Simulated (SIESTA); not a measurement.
## InAs under changes of volume

One of the cells (27.489 Å³/atom); the others are scaled copies at fixed shape and fractional positions:

```xyz
2
Lattice="0.0000 3.0180 3.0180 3.0180 0.0000 3.0180 3.0180 3.0180 0.0000" Properties=species:S:1:pos:R:3 pbc="T T T"
In    0.0000    0.0000    0.0000
As    4.5270    4.5270    4.5270
```

| Property | Result |
| --- | --- |
| Program | SIESTA 5.4.2 |
| Functional | BLYP |
| Potentials or basis | PseudoDojo 0.4 standard (PBE files) |
| Basis | DZP (energy shift 0.002 Ry; radii capped at 9.5 bohr) |
| Grid cutoff | 500 Ry |
| Energy shift | 0.002 Ry |
| k mesh | 8 × 8 × 8 |
| Occupations | fermi-dirac, width 0.05 eV |
| Spin | no spin polarisation |

```tsv
volume (Å³/atom)	energy over the lowest point (meV/atom)	pressure (GPa)
25.840	169.18	13.4
26.389	126.86	11.3
26.939	91.12	9.5
27.489	?	?
28.039	36.16	6.6
28.588	15.94	5.2
29.138	0.00	4.1
```

**Question.** What does the run at 27.489 Å³/atom give?

**Answer.** Energy over the lowest point 61.17 meV/atom; pressure 8.0 GPa.

Worked out: A Birch-Murnaghan fit of order 3 (a polynomial in V^(-2/3)) to the other rows has no minimum within the range. It gives 61.01 meV/atom at 27.489 Å³/atom, against the run's 61.17, and -dE/dV = 8.0 GPa, against 8.0.

Energies are extrapolated to zero smearing.

Caveats: semicore shells carry a single zeta, which can move pressures by several GPa and volumes by a few percent; the potentials were made for another functional, which shifts forces and pressure; the basis of atomic orbitals isn't converged, which shifts pressures, moduli and gaps.
